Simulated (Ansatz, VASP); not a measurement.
## Two plane-wave programs on ScAl3N4

```
Sc Al N
1.0
     4.49814    0.00000    0.00000
     0.00000    4.49814    0.00000
     0.00000    0.00000    4.49814
Sc Al N
1 3 4
Cartesian
  0.0000 0.0000 0.0000
  2.2491 2.2491 0.0000
  2.2491 0.0000 2.2491
  0.0000 2.2491 2.2491
  3.3172 3.3172 1.1809
  3.3172 1.1809 3.3172
  1.1809 3.3172 3.3172
  1.1809 1.1809 1.1809
```

Alike in both runs: functional PBEsol; k mesh 6 × 6 × 6; occupations gaussian, width 0.02 eV; no spin polarisation.

Ansatz relaxed the structure, and its values are those at the end. VASP's run is a single point on that final structure, the one shown.

|  | VASP | Ansatz |
| --- | --- | --- |
| version | VASP 6.6.1 | Ansatz 0.2.0 |
| potentials or method | VASP PAW PBE potentials, release 64 (Sc_sv, Al, N) | scalar-relativistic, plane waves, PAW |
| plane-wave cutoff (eV) | 520 | 420 |
| valence electrons in the cell | 40 | 40 |

|  | VASP | Ansatz | Ansatz less VASP |
| --- | --- | --- | --- |
| gap on the k mesh at the Fermi level (eV) | 3.17 | 3.18 | +0.007 |
| least direct gap on the mesh (eV) | 3.63 | 3.63 | +0.004 |
| pressure (GPa) | 0.2 | 0.0 | -0.20 |
| rms of the force components (eV/Å) | 0.022 | 0.000 | -0.0218 |

Caveats: the PAW data sets were made with another functional, which shifts forces and pressure a little (VASP). A k mesh can miss the band edges.
